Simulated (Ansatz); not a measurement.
# C (hexagonal diamond): single point, part 1 of 2

The task, for C (hexagonal diamond): 7 runs in a chain (single point).

Program: Ansatz 0.2.0. Level of theory: DFT r2SCAN, scalar-relativistic, plane waves, PAW. These are calculated values, not measurements.

## (1) The starting structure

The structure is hexagonal, space group P6_3/mmc (No. 194). The conventional cell has a = 2.510 Å, b = 2.510 Å, c = 4.160 Å, α = 90.00°, β = 90.00°, γ = 120.00°. C (site symmetry 3m) has 4 C at 1.52 to 1.62 Å as nearest neighbours.

Coordinates:

```
CELL_PARAMETERS angstrom
2.51000 0.00000 0.00000
-1.25500 2.17372 0.00000
0.00000 0.00000 4.16000
ATOMIC_POSITIONS crystal
C 0.33333 0.66667 0.05529
C 0.66667 0.33333 0.55529
C 0.66667 0.33333 0.94471
C 0.33333 0.66667 0.44471
```

## (2) Bond along c 1.62 A in the measured cell

input.yaml

```yaml
crystal:
  lattice:
    - [2.51, 0.0, 0.0]
    - [-1.255, 2.1737237635, 0.0]
    - [0.0, 0.0, 4.16]
  atoms:
    - { symbol: C, position: [0.3333333333, 0.6666666667, 0.05528846] }
    - { symbol: C, position: [0.6666666667, 0.3333333333, 0.55528846] }
    - { symbol: C, position: [0.6666666667, 0.3333333333, 0.94471154] }
    - { symbol: C, position: [0.3333333333, 0.6666666667, 0.44471154] }
scf:
  occupations: { method: fixed }
output:
  forces: true
  stress: true
  eigenvalues: true
  write_density: true
  write_potential: true
  elf: true
  volumetric_format: npy
hamiltonian:
  xc: r2scan
kpoints:
  mp_grid: { grid: [12, 12, 8] }
basis:
  ecutwfc: 560
```

Run with:

```
ansatz run input.yaml --threads 4 --pin off --max-ram 8192MiB --backend cpu --events-out ev --progress --plain --runs-dir out
```

Output, cut to the lines that bear on the results:

```text
Warning: RAYON_NUM_THREADS=4 ignored (pool sized by the plan → 4); use --threads N
[...]
Pseudopotentials: kind: paw
Pseudopotential: C, paw, valence charge 4, recommended cutoff 500 eV (meta_gga), C.paw.azcp
Functional definition: r2SCAN
[...]
Crystal: 4 atoms, lattice volume = 22.697 Å³
Basis set: ecut = 560 eV, 701 PW (Γ), exchange–correlation on 80×80×144 points (64 copies of the dense FFT grid, shifted against one another)
Bands: 12, of which v1, the nominal top of the filled ones, is band 8 counted from 1 (7 counted from 0)
Symmetry: 24 space group operations
Space group: P63/mmc (ITA 194), of the structure as read, at distance tolerance 2.8e-5 Å
k-points: 95 of 1152
[...]
SCF iter   1: F=—  HF=-1005.867085 eV  |F-HF|=—  |Δ(HF+E_count)|=         —  Δρ=9.82e-3  dr2=6.75e-3  dr2_τ=7.63e-1  ethr=1.77e-3  ⟨swp⟩=5.2  Hψ=6199  notcnv=0  defer=173
[...]
SCF iter   6: F=-1005.979703 eV  HF=-1005.979703 eV  |F-HF|=2.18e-10  |Δ(HF+E_count)|=   6.89e-8  Δρ=2.47e-6  dr2=4.31e-10  dr2_τ=5.18e-11  ethr=6.25e-10  ⟨swp⟩=10.4  Hψ=8086  notcnv=0
[...]
SCF converged after 6 iterations
Free energy (F): -1005.979703 eV
[...]
E sigma→0 (E₀):  -1005.979703 eV
Fermi energy:    14.216985 eV
[...]
--- Forces (eV/Å), atoms counted from 1 ---
  atom   1  C     -0.00000000    -0.00000000     2.07914705
  atom   2  C     -0.00000000     0.00000000     2.07914705
  atom   3  C      0.00000000     0.00000000    -2.07914705
  atom   4  C      0.00000000    -0.00000000    -2.07914705
[...]
--- Stress (GPa, compression-positive) ---
       -2.421613      -0.000000      -0.000000
       -0.000000      -2.421613      -0.000000
       -0.000000      -0.000000       6.350906
  P = ⅓ Tr σ = 0.5026 GPa (5.026 kbar)
--- Band table (eV; the first three rows and the last of 95) ---
  k-point 0: bands = ["-9.4293", "-3.8114", "-0.3473", "10.0782", "10.0782", "13.0288", "13.0288", "14.2170", "18.3369", "19.1149", "19.1149", "21.7314"]
[...]
```

Wall time 0.81 s (4 threads of Intel Xeon 6975P-C (Granite Rapids), shared host); peak memory 0.44 GiB.

Density in a lattice plane of the grid's cell (edges 2.51 and 4.16 Å, at 0.333 of the third edge), which holds C.

Ten even steps from '0' (0.15 e/Å³) to '9' (1.77 e/Å³):
```
43233579999986
32112357999875
11001246899753
10000124687642
00000124677531
10000124687642
11001246899753
32112357999875
43233579999986
54334578999986
44334456777765
33333333444433
12222111111111
11111100000000
01111000000000
11111100000000
12222111111111
33333333444433
44334456777765
54334579999986
```
Columns run along the first of these edges and rows up along the second, over one cell in 14 and 20 even steps from the bottom left corner. Atoms in the plane (fractional): C at (0.67, 0.56), C at (0.67, 0.94).

ELF in the same plane.

Ten even steps from ' ' (0.05) to '@' (0.92):
```
%%**++++##%%##++::    ::**%%
**++--==++****++::....--**##
==::..::--==******++******++
::      ..--++##%%@@@@%%##++
::      ..--++%%@@@@@@@@##==
::..    ..--++##%%@@@@%%##++
==::..::--==**************++
**==--==++****++--....--**##
%%**++++##%%##++::    --**%%
%%##****##%%%%**==..::==##%%
%%**++**##%%%%##++====**%%%%
**++==++++******++++++++****
==============------------==
::--====--::....        ....
::--==----..                
::--====--::....        ....
==============------------==
**++==++++**##**++++++****##
%%**++**##%%%%##**====**%%%%
%%##****##%%%%##--....==%%@@
```
Columns run along the first of these edges and rows up along the second, over one cell in 14 and 20 even steps from the bottom left corner. Atoms in the plane (fractional): C at (0.67, 0.56), C at (0.67, 0.94).

Both are smooth fields of the valence electrons: close to the nuclei they are not physical.

Outside the cores ELF peaks at 0.94 on the C–C line, 0.8 Å from C.

## (3) Bond along c 1.59 A in the measured cell

input.yaml

```yaml
crystal:
  lattice:
    - [2.51, 0.0, 0.0]
    - [-1.255, 2.1737237635, 0.0]
    - [0.0, 0.0, 4.16]
  atoms:
    - { symbol: C, position: [0.3333333333, 0.6666666667, 0.05889423] }
    - { symbol: C, position: [0.6666666667, 0.3333333333, 0.55889423] }
    - { symbol: C, position: [0.6666666667, 0.3333333333, 0.94110577] }
    - { symbol: C, position: [0.3333333333, 0.6666666667, 0.44110577] }
scf:
  occupations: { method: fixed }
output:
  forces: true
  stress: true
  eigenvalues: true
hamiltonian:
  xc: r2scan
kpoints:
  mp_grid: { grid: [12, 12, 8] }
basis:
  ecutwfc: 560
```

Run with:

```
ansatz run input.yaml --threads 4 --pin off --max-ram 8192MiB --backend cpu --events-out ev --progress --plain --runs-dir out
```

Output, cut to the lines that bear on the results:

```text
Warning: RAYON_NUM_THREADS=4 ignored (pool sized by the plan → 4); use --threads N
[...]
[... 3 set-up lines as earlier in the session ...]
[...]
Crystal: 4 atoms, lattice volume = 22.697 Å³
Basis set: ecut = 560 eV, 701 PW (Γ), exchange–correlation on 80×80×144 points (64 copies of the dense FFT grid, shifted against one another)
Bands: 12, of which v1, the nominal top of the filled ones, is band 8 counted from 1 (7 counted from 0)
[... 2 set-up lines as earlier in the session ...]
k-points: 95 of 1152
[...]
SCF iter   1: F=—  HF=-1005.964350 eV  |F-HF|=—  |Δ(HF+E_count)|=         —  Δρ=9.86e-3  dr2=7.09e-3  dr2_τ=7.59e-1  ethr=1.77e-3  ⟨swp⟩=5.3  Hψ=6309  notcnv=0  defer=175
[...]
SCF iter   6: F=-1006.076651 eV  HF=-1006.076651 eV  |F-HF|=2.51e-10  |Δ(HF+E_count)|=   5.63e-8  Δρ=2.64e-6  dr2=4.92e-10  dr2_τ=6.61e-11  ethr=4.29e-10  ⟨swp⟩=5.2  Hψ=5966  notcnv=0
[...]
SCF converged after 6 iterations
Free energy (F): -1006.076651 eV
[...]
E sigma→0 (E₀):  -1006.076651 eV
Fermi energy:    13.666822 eV
[...]
--- Forces (eV/Å), atoms counted from 1 ---
  atom   1  C      0.00000000    -0.00000000     1.13276409
  atom   2  C     -0.00000000     0.00000000     1.13276409
  atom   3  C     -0.00000000     0.00000000    -1.13276409
  atom   4  C     -0.00000000    -0.00000000    -1.13276409
[...]
--- Stress (GPa, compression-positive) ---
       -3.094010      -0.000000      -0.000000
        0.000000      -3.094010      -0.000000
       -0.000000      -0.000000       3.961755
  P = ⅓ Tr σ = -0.7421 GPa (-7.421 kbar)
--- Band table (eV; the first three rows and the last of 95) ---
  k-point 0: bands = ["-9.4173", "-3.7176", "-0.5401", "10.1754", "10.1754", "13.2939", "13.2939", "13.6668", "18.8069", "18.9508", "18.9508", "21.7971"]
[...]
```

It took 0.67 s on 4 threads of Intel Xeon 6975P-C (Granite Rapids), shared host; peak memory 0.45 GiB.

## (4) Bond along c 1.56 A in the measured cell

input.yaml

```yaml
crystal:
  lattice:
    - [2.51, 0.0, 0.0]
    - [-1.255, 2.1737237635, 0.0]
    - [0.0, 0.0, 4.16]
  atoms:
    - { symbol: C, position: [0.3333333333, 0.6666666667, 0.0625] }
    - { symbol: C, position: [0.6666666667, 0.3333333333, 0.5625] }
    - { symbol: C, position: [0.6666666667, 0.3333333333, 0.9375] }
    - { symbol: C, position: [0.3333333333, 0.6666666667, 0.4375] }
scf:
  occupations: { method: fixed }
output:
  forces: true
  stress: true
  eigenvalues: true
hamiltonian:
  xc: r2scan
kpoints:
  mp_grid: { grid: [12, 12, 8] }
basis:
  ecutwfc: 560
```

Run with:

```
ansatz run input.yaml --threads 4 --pin off --max-ram 8192MiB --backend cpu --events-out ev --progress --plain --runs-dir out
```

Output, cut to the lines that bear on the results:

```text
Warning: RAYON_NUM_THREADS=4 ignored (pool sized by the plan → 4); use --threads N
[...]
[... 3 set-up lines as earlier in the session ...]
[...]
Crystal: 4 atoms, lattice volume = 22.697 Å³
Basis set: ecut = 560 eV, 701 PW (Γ), exchange–correlation on 80×80×144 points (64 copies of the dense FFT grid, shifted against one another)
Bands: 12, of which v1, the nominal top of the filled ones, is band 8 counted from 1 (7 counted from 0)
[... 2 set-up lines as earlier in the session ...]
k-points: 95 of 1152
[...]
SCF iter   1: F=—  HF=-1006.001600 eV  |F-HF|=—  |Δ(HF+E_count)|=         —  Δρ=9.97e-3  dr2=7.65e-3  dr2_τ=7.57e-1  ethr=1.77e-3  ⟨swp⟩=5.3  Hψ=6281  notcnv=0  defer=170
[...]
SCF iter   6: F=-1006.113308 eV  HF=-1006.113308 eV  |F-HF|=1.20e-10  |Δ(HF+E_count)|=   4.63e-8  Δρ=1.67e-6  dr2=1.93e-10  dr2_τ=2.72e-11  ethr=2.60e-10  ⟨swp⟩=5.1  Hψ=5870  notcnv=0
[...]
SCF converged after 6 iterations
Free energy (F): -1006.113308 eV
[...]
E sigma→0 (E₀):  -1006.113308 eV
Fermi energy:    13.569456 eV
[...]
--- Forces (eV/Å), atoms counted from 1 ---
  atom   1  C      0.00000000    -0.00000000     0.07001907
  atom   2  C      0.00000000     0.00000000     0.07001907
  atom   3  C      0.00000000     0.00000000    -0.07001907
  atom   4  C     -0.00000000    -0.00000000    -0.07001907
[...]
--- Stress (GPa, compression-positive) ---
       -3.610413      -0.000000      -0.000000
        0.000000      -3.610413      -0.000000
       -0.000000      -0.000000       2.816995
  P = ⅓ Tr σ = -1.4679 GPa (-14.679 kbar)
--- Band table (eV; the first three rows and the last of 95) ---
  k-point 0: bands = ["-9.4088", "-3.6191", "-0.7501", "10.2663", "10.2663", "13.1204", "13.5695", "13.5695", "18.7697", "18.7697", "19.3014", "21.8694"]
[...]
```

Run time: 0.72 s. Hardware: 4 threads of Intel Xeon 6975P-C (Granite Rapids), shared host; peak memory 0.44 GiB.

(Continued in part 2 of 2.)
